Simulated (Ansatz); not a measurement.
# As (Cmce) in Ansatz: settings compared

The runs below take As through band structure, with PBEsol, LDA.

All numbers are computed with Ansatz 0.2.0; they aren't measurements. Logs are shortened: lines on timing, memory, paths and dates and some standing lists are left out, and cuts for length are marked.

### Step 1. Starting point

Symmetry: Cmce, No. 64, orthorhombic system. Conventional cell: a = 3.650 Å, b = 11.000 Å, c = 4.470 Å, α = 90.00°, β = 90.00°, γ = 90.00°. Around As (site symmetry m) lie 3 As at 2.48 to 2.49 Å.

This isn't the form of As at room conditions, which is rhombohedral.

### Step 2. Band structure, PBEsol

The input, input.yaml:

```yaml
crystal:
  lattice:
    - [1.825, -5.5, 0.0]
    - [1.825, 5.5, 0.0]
    - [0.0, 0.0, 4.47]
  atoms:
    - { symbol: As, position: [0.39, 0.61, 0.56] }
    - { symbol: As, position: [0.89, 0.11, 0.94] }
    - { symbol: As, position: [0.61, 0.39, 0.44] }
    - { symbol: As, position: [0.11, 0.89, 0.06] }
kpoints:
  mp_grid: { grid: [8, 8, 6] }
  band_path:
    path:
      - [0.0, 0.0, 0.0]
      - [0.2775258264, 0.2775258264, 0.0]
      - [0.0, 0.5, 0.0]
      - [0.0, 0.5, 0.5]
      - [0.2775258264, 0.2775258264, 0.5]
      - [0.0, 0.0, 0.5]
      - [0.0, 0.0, 0.0]
      - [-0.5, 0.5, 0.0]
    npoints: 6
scf:
  occupations: { method: fermi_dirac, width: 0.05 }
hamiltonian:
  xc: pbesol
  pseudopotentials: { kind: all_electron, lapw: { basis_error: 0.002 } }
output:
  forces: true
  stress: true
  eigenvalues: true
```

Potentials or basis: all-electron LAPW, scalar-relativistic.

Started as:

```
ansatz run input.yaml --threads 2 --pin off --max-ram 8192MiB --backend cpu --events-out ev --progress --plain --runs-dir out
```

Output:

```text
Warning: RAYON_NUM_THREADS=2 ignored (pool sized by the plan → 2); use --threads N
LAPW: plane waves up to 8.495 Å⁻¹, error target 2.0e-3 eV per atom; small_component_spin mean_spin; As in spheres of 1.239 Å, 23 of its electrons in bands, Dirac shells [] (how accurate: hamiltonian.pseudopotentials.lapw.basis_error, Limitations)
Engine: ansatz 0.2.0, aarch64-unknown-linux-gnu
Pseudopotentials: kind: all_electron
Pseudopotential: As, LAPW, valence charge 23, lapw/all_electron/scalar/gaussian/As, Koelling and Harmon's equation, gaussian nucleus
Functional definition: PBEsol
  exchange = pbesol_x
  correlation = pbesol_c
Crystal: 4 atoms, lattice volume = 89.735 Å³
Basis set: ecut = 274.9760995427493 eV, 911 PW (Γ), FFT grids on a1+a2, a2, a3, exchange–correlation at level 2
Bands: 56, of which v1, the nominal top of the filled ones, is band 46 counted from 1 (45 counted from 0)
Symmetry: 8 space group operations
Space group: Cmce (ITA 64), of the structure as read, at distance tolerance 4.5e-5 Å
k-points: 84 of 384
Non-local potential: As, projectors of the file, none
Initial density: superposition of atomic densities (chi_scale 0.1, normalization cell)
Initial wavefunctions: plane waves of lowest kinetic energy (no species holds an atomic orbital)
Functional: x = pbesol(κ = 0.804, μ = 0.12345679012345678), c = pbesol(β = 0.046)
iter 1 solved again at ethr=3.07e-4 eV; its pass at ethr=1.00e-1 eV (dr2=2.83e-1 eV) is discarded
SCF iter   1: F=—  HF=-245923.209730 eV  |F-HF|=—  |Δ(HF+E_count)|=         —  Δρ=2.05e-2  dr2=2.84e-1  ethr=3.07e-4  ⟨swp⟩=3.0  Hψ=29773  notcnv=0
preconditioner: auto → Kerker (q_TF=auto, 2.740 Å⁻¹)  [metal: Δε(μ)=0.067 eV  Ē_g=11.141 eV  σ=0.050 eV  W_gap=0.32  n_scr=30 (ndim 8)  ℏωp=17.5 eV  f_vac=0.014  D(μ)=0.30/eV (n_scr^D=0)]
SCF iter   2: F=—  HF=-245923.168647 eV  |F-HF|=—  |Δ(HF+E_count)|=   4.11e-2  Δρ=1.36e-2  dr2=1.55e-1  ethr=3.07e-4  ⟨swp⟩=2.0  Hψ=12993  notcnv=0
SCF iter   3: F=—  HF=-245923.143830 eV  |F-HF|=—  |Δ(HF+E_count)|=   2.48e-2  Δρ=3.57e-3  dr2=1.78e-2  ethr=1.68e-4  ⟨swp⟩=2.0  Hψ=13792  notcnv=0
SCF iter   4: F=—  HF=-245923.136759 eV  |F-HF|=—  |Δ(HF+E_count)|=   7.07e-3  Δρ=1.78e-3  dr2=5.51e-3  ethr=1.93e-5  ⟨swp⟩=2.0  Hψ=12986  notcnv=0
SCF iter   5: F=—  HF=-245923.137023 eV  |F-HF|=—  |Δ(HF+E_count)|=         —  Δρ=7.59e-4  dr2=8.00e-4  ethr=5.99e-6  ⟨swp⟩=2.0  Hψ=12982  notcnv=0
the basis was enlarged: its passes take 201.4 KiB over the memory plan, 2 of 2 planned eigensolver slots
SCF iter   6: F=—  HF=-245923.136978 eV  |F-HF|=—  |Δ(HF+E_count)|=   4.52e-5  Δρ=3.17e-4  dr2=1.01e-4  ethr=8.70e-7  ⟨swp⟩=2.0  Hψ=12982  notcnv=0
SCF iter   7: F=—  HF=-245923.136979 eV  |F-HF|=—  |Δ(HF+E_count)|=   1.72e-6  Δρ=1.25e-4  dr2=1.76e-5  ethr=1.10e-7  ⟨swp⟩=2.0  Hψ=12982  notcnv=0
iter 8 solved again at ethr=1.69e-9 eV; its pass at ethr=1.92e-8 eV (dr2=1.56e-6 eV) is discarded
SCF iter   8: F=—  HF=-245923.136979 eV  |F-HF|=—  |Δ(HF+E_count)|=   8.48e-8  Δρ=2.55e-5  dr2=1.55e-6  ethr=1.69e-9  ⟨swp⟩=2.0  Hψ=22638  notcnv=0
SCF iter   9: F=—  HF=-245923.136979 eV  |F-HF|=—  |Δ(HF+E_count)|=   3.73e-7  Δρ=1.12e-5  dr2=3.35e-7  ethr=1.69e-9  ⟨swp⟩=2.0  Hψ=12983  notcnv=0
SCF iter  10: F=-245923.136979 eV  HF=-245923.136979 eV  |F-HF|=2.52e-8  |Δ(HF+E_count)|=   1.40e-8  Δρ=3.14e-6  dr2=3.82e-8  ethr=3.64e-10  ⟨swp⟩=2.1  Hψ=12988  notcnv=0
SCF 1 converged in 10 iterations: F = -245923.136979 eV  dr2 = 3.82e-8
NSCF: frozen V_eff on 43 k-points
SCF converged after 10 iterations
Free energy (F): -245923.136979 eV
Harris-Foulkes:  -245923.136979 eV  (|F-HF|=2.52e-8)
Internal energy: -245923.133770 eV  (E = F + TS)
E sigma→0 (E₀):  -245923.135375 eV
Entropy (-TS):   -0.003208 eV (-0.802 meV/atom)
Fermi energy:    10.360321 eV
--- Per-component energies (eV) ---
  E_band       = -5177.409700
  E_kinetic    = 251385.322413
  E_xc         = -8951.196647
  E_electrostatic = -488357.259537  (all electrons and nuclei)
  E_smearing   = -0.003208  (= −TS)
  E_closure    = 0.000000  (closes the sum)
  E_atoms      = -245902.898582  (free atoms, spherical and without spin; not in F)
  Σ components = -245923.136979   (vs F -245923.136979, Δ=0.00e0)
  Basis errors (estimates in eV, not in F): energy 8.5e-4 per atom: plane waves 7.8e-4 (4.6e-4 summed), levels above the bands 7.0e-70, relativity 3.9e-8, radial functions 6.5e-5, core shells 8.3e-10; eigenvalues (radial functions only) 8.3e-7; not estimated: angular momenta, meshes, grids; target (lapw.basis_error) 2.0e-3; muffin-tin radii As 1.239 Å
--- Forces (eV/Å), atoms counted from 1 ---
  atom   1  As     0.00000000     0.05213692     0.09987812
  atom   2  As    -0.00000000     0.05213692    -0.09987812
  atom   3  As     0.00000000    -0.05213692    -0.09987812
  atom   4  As     0.00000000    -0.05213692     0.09987812
  max |Σ_I F_I| component: 6.94e-18 eV/Å
--- Stress (GPa, compression-positive) ---
        0.583677      -0.000000       0.000000
       -0.000000      -0.264768      -0.000000
        0.000000      -0.000000      -1.154158
  P = ⅓ Tr σ = -0.2784 GPa (-2.784 kbar)
--- Band table (eV; the first three rows and the last of 84) ---
  k-point 0: bands = ["-174.7657", "-174.7655", "-174.7653", "-174.7651", "-118.3451", "-118.3435", "-118.3435", "-118.3434", "-118.3433", "-118.3417", "-118.3406", "-118.3404", "-118.2935", "-118.2924", "-118.2922", "-118.2911", "-25.6723", "-25.6698", "-25.6539", "-25.6269", "-25.6202", "-25.5916", "-25.5913", "-25.5899", "-25.5736", "-25.5638", "-25.5548", "-25.5544", "-25.5413", "-25.5410", "-25.5346", "-25.5279", "-25.5114", "-25.4995", "-25.4971", "-25.4850", "-4.4038", "-1.6233", "0.9950", "4.3048", "4.3479", "6.0503", "7.3695", "8.1390", "8.5291", "9.3209", "12.3329", "12.3873", "12.8848", "13.7779", "15.2122", "15.7128", "17.4114", "17.5449", "18.7511", "18.8188"]
  k-point 1: bands = ["-174.7657", "-174.7655", "-174.7652", "-174.7651", "-118.3450", "-118.3439", "-118.3435", "-118.3433", "-118.3430", "-118.3418", "-118.3406", "-118.3404", "-118.2934", "-118.2926", "-118.2920", "-118.2912", "-25.6707", "-25.6684", "-25.6516", "-25.6276", "-25.6198", "-25.5983", "-25.5909", "-25.5868", "-25.5772", "-25.5602", "-25.5582", "-25.5498", "-25.5422", "-25.5394", "-25.5335", "-25.5268", "-25.5120", "-25.5007", "-25.4986", "-25.4876", "-4.2416", "-1.7462", "0.7875", "3.5828", "4.6156", "6.6552", "7.5205", "8.5964", "8.6312", "8.8218", "12.4466", "12.5233", "13.0482", "13.2292", "14.4848", "15.5445", "16.9461", "17.8527", "18.4277", "19.5449"]
  k-point 2: bands = ["-174.7656", "-174.7655", "-174.7652", "-174.7651", "-118.3449", "-118.3443", "-118.3435", "-118.3434", "-118.3426", "-118.3419", "-118.3406", "-118.3405", "-118.2933", "-118.2929", "-118.2917", "-118.2913", "-25.6672", "-25.6657", "-25.6452", "-25.6303", "-25.6184", "-25.6087", "-25.5890", "-25.5824", "-25.5813", "-25.5656", "-25.5545", "-25.5454", "-25.5427", "-25.5386", "-25.5296", "-25.5240", "-25.5118", "-25.5031", "-25.5019", "-25.4948", "-3.7709", "-2.2630", "0.7887", "2.4176", "5.1674", "7.0899", "7.9300", "8.3276", "8.6637", "10.0782", "11.3645", "12.2915", "12.4643", "13.2730", "14.2413", "15.7691", "16.8196", "18.5969", "18.9102", "19.9304"]
  k-point 83: bands = ["-174.7656", "-174.7656", "-174.7651", "-174.7651", "-118.3446", "-118.3446", "-118.3434", "-118.3434", "-118.3422", "-118.3422", "-118.3405", "-118.3405", "-118.2931", "-118.2931", "-118.2915", "-118.2915", "-25.6649", "-25.6649", "-25.6373", "-25.6373", "-25.6153", "-25.6153", "-25.5876", "-25.5876", "-25.5734", "-25.5734", "-25.5483", "-25.5483", "-25.5391", "-25.5391", "-25.5245", "-25.5245", "-25.5057", "-25.5057", "-25.5039", "-25.5039", "-2.8852", "-2.8852", "0.5976", "0.5976", "8.3033", "8.3033", "8.4903", "8.4903", "9.2795", "9.2795", "11.8364", "11.8364", "12.1314", "12.1314", "12.9768", "12.9768", "18.0116", "18.0116", "18.8377", "18.8377"]
```

It took 57 s on 2 threads of Arm Neoverse V1, shared host; peak memory 0.72 GiB.

Results:

```yaml
Free_energy: -245923.1370 eV
Pressure: -0.3 GPa
Largest_force: 0.113 eV/Å
Band_gap_along_the_path: none (metal or under the smearing width)
```

Forces in eV/Å, atoms in the order of the input:
```
As   0.000  0.052  0.100
As   0.000  0.052 -0.100
As   0.000 -0.052 -0.100
As   0.000 -0.052  0.100
```

Stress tensor (GPa, compression positive):
```
 0.58  0.00  0.00
 0.00 -0.26  0.00
 0.00  0.00 -1.15
```

Levels at the corners of the path, in eV from the Fermi level:
```csv
point,band 44,band 45,band 46,band 47,band 48,band 49
Γ,-2.22,-1.83,-1.04,1.97,2.03,2.52
X,-2.68,-2.26,-1.93,0.60,0.69,0.70
S,-2.50,-2.35,-2.35,0.84,0.84,1.03
R,-4.63,-1.80,-1.80,1.98,1.98,4.64
A,-3.96,-1.88,-1.88,2.27,2.27,4.51
Z,-1.94,-0.59,-0.59,1.04,1.04,2.09
Γ,-2.22,-1.83,-1.04,1.97,2.03,2.52
Y,-1.66,-1.22,-0.36,0.15,1.95,2.42
```

### Step 3. Band structure, LDA

Changes to input.yaml since step 2:

```diff
@@ -26,3 +26,3 @@
 hamiltonian:
-  xc: pbesol
+  xc: lda
   pseudopotentials: { kind: all_electron, lapw: { basis_error: 0.002 } }
```

Potentials or basis: all-electron LAPW, scalar-relativistic.

Started as:

```
ansatz run input.yaml --threads 2 --pin off --max-ram 8192MiB --backend cpu --events-out ev --progress --plain --runs-dir out
```

Output:

```text
Warning: RAYON_NUM_THREADS=2 ignored (pool sized by the plan → 2); use --threads N
LAPW: plane waves up to 8.501 Å⁻¹, error target 2.0e-3 eV per atom; small_component_spin mean_spin; As in spheres of 1.239 Å, 23 of its electrons in bands, Dirac shells [] (how accurate: hamiltonian.pseudopotentials.lapw.basis_error, Limitations)
[... 2 set-up lines as earlier in the session ...]
[... 54 lines left out ...]
       -1.049400      -0.000000       0.000000
       -0.000000      -1.769634      -0.000000
        0.000000      -0.000000      -2.790109
  P = ⅓ Tr σ = -1.8697 GPa (-18.697 kbar)
--- Band table (eV; the first three rows and the last of 84) ---
  k-point 0: bands = ["-174.3577", "-174.3575", "-174.3573", "-174.3571", "-118.2915", "-118.2899", "-118.2899", "-118.2898", "-118.2897", "-118.2880", "-118.2869", "-118.2867", "-118.2409", "-118.2398", "-118.2396", "-118.2385", "-25.9263", "-25.9240", "-25.9083", "-25.8805", "-25.8737", "-25.8457", "-25.8452", "-25.8444", "-25.8274", "-25.8178", "-25.8091", "-25.8084", "-25.7957", "-25.7948", "-25.7888", "-25.7822", "-25.7659", "-25.7539", "-25.7514", "-25.7396", "-4.5919", "-1.8346", "0.7578", "4.0670", "4.1625", "5.8998", "7.2114", "7.9712", "8.3600", "9.1470", "12.1614", "12.2365", "12.7099", "13.5706", "14.9863", "15.4958", "17.2765", "17.3619", "18.5654", "18.6886"]
  k-point 1: bands = ["-174.3577", "-174.3575", "-174.3573", "-174.3571", "-118.2914", "-118.2902", "-118.2899", "-118.2897", "-118.2894", "-118.2881", "-118.2869", "-118.2867", "-118.2409", "-118.2400", "-118.2394", "-118.2385", "-25.9247", "-25.9226", "-25.9060", "-25.8812", "-25.8732", "-25.8525", "-25.8449", "-25.8409", "-25.8311", "-25.8141", "-25.8122", "-25.8040", "-25.7960", "-25.7937", "-25.7879", "-25.7812", "-25.7665", "-25.7551", "-25.7530", "-25.7422", "-4.4306", "-1.9561", "0.5585", "3.3358", "4.4581", "6.4934", "7.3619", "8.4278", "8.4649", "8.6362", "12.2891", "12.3373", "12.8608", "13.0330", "14.2756", "15.3432", "16.7853", "17.7097", "18.2474", "19.4016"]
  k-point 2: bands = ["-174.3577", "-174.3576", "-174.3572", "-174.3571", "-118.2913", "-118.2906", "-118.2898", "-118.2897", "-118.2889", "-118.2883", "-118.2869", "-118.2868", "-118.2407", "-118.2403", "-118.2391", "-118.2387", "-25.9213", "-25.9198", "-25.8996", "-25.8841", "-25.8720", "-25.8627", "-25.8430", "-25.8364", "-25.8354", "-25.8197", "-25.8084", "-25.7992", "-25.7969", "-25.7927", "-25.7840", "-25.7784", "-25.7663", "-25.7574", "-25.7563", "-25.7494", "-3.9627", "-2.4670", "0.5654", "2.1822", "5.0166", "6.9305", "7.7700", "8.1521", "8.4972", "9.8806", "11.1698", "12.1000", "12.2773", "13.0789", "14.0440", "15.5445", "16.6792", "18.4563", "18.7648", "19.7696"]
  k-point 83: bands = ["-174.3577", "-174.3577", "-174.3572", "-174.3572", "-118.2910", "-118.2910", "-118.2898", "-118.2898", "-118.2886", "-118.2886", "-118.2868", "-118.2868", "-118.2405", "-118.2405", "-118.2388", "-118.2388", "-25.9190", "-25.9190", "-25.8914", "-25.8914", "-25.8690", "-25.8690", "-25.8415", "-25.8415", "-25.8276", "-25.8276", "-25.8022", "-25.8022", "-25.7932", "-25.7932", "-25.7789", "-25.7789", "-25.7603", "-25.7603", "-25.7582", "-25.7582", "-3.0837", "-3.0837", "0.3881", "0.3881", "8.1410", "8.1410", "8.3108", "8.3108", "9.0964", "9.0964", "11.6551", "11.6551", "11.9055", "11.9055", "12.7795", "12.7795", "17.9023", "17.9023", "18.7033", "18.7033"]
```

Run time: 56 s. Hardware: 2 threads of Arm Neoverse V1, shared host; peak memory 0.72 GiB.

What came out:

| Quantity | Value |
| --- | --- |
| Free energy | -245766.0820 eV |
| Pressure | -1.9 GPa |
| Largest force | 0.192 eV/Å |
| Band gap along the path | none (metal or under the smearing width) |

Forces on the atoms (eV/Å):
```
As   0.000 -0.027  0.190
As   0.000 -0.027 -0.190
As   0.000  0.027 -0.190
As   0.000  0.027  0.190
```

Levels at the corners of the path, in eV from the Fermi level:
```
point  band 44  band 45  band 46  band 47  band 48  band 49
    Γ    -2.20    -1.81    -1.03     1.99     2.06     2.54
    X    -2.65    -2.23    -1.92     0.56     0.71     0.71
    S    -2.48    -2.32    -2.32     0.85     0.85     1.03
    R    -4.59    -1.79    -1.79     1.99     1.99     4.61
    A    -3.94    -1.87    -1.87     2.26     2.26     4.50
    Z    -1.91    -0.58    -0.58     1.02     1.02     2.09
    Γ    -2.20    -1.81    -1.03     1.99     2.06     2.54
    Y    -1.64    -1.20    -0.36     0.14     2.01     2.40
```
